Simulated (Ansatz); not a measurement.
The system is Ti.

```
Ti
1.0
    -1.64100    1.64100    1.64100
     1.64100   -1.64100    1.64100
     1.64100    1.64100   -1.64100
Ti
1
Direct
  0.00000 0.00000 0.00000
```

This isn't the form of Ti at room conditions, which is hcp.

Base run:

```yaml
Program: Ansatz 0.2.0
Functional: LDA
Potentials_or_basis: all-electron LAPW, scalar-relativistic
Cutoff: 227 eV (chosen from the basis error)
Basis_error_allowed: 0.001 eV/atom
k_mesh: 11 × 11 × 11
Occupations: fermi-dirac, width 0.05 eV
Spin: no spin polarisation
```

Its results: pressure -10.9 GPa.

Q: The run is repeated on the same cell with these changes: functional from LDA to PBEsol. What comes out?

A: Pressure -6.8 GPa.

PBEsol binds less tightly than LDA, so the same cell stands under more pressure.
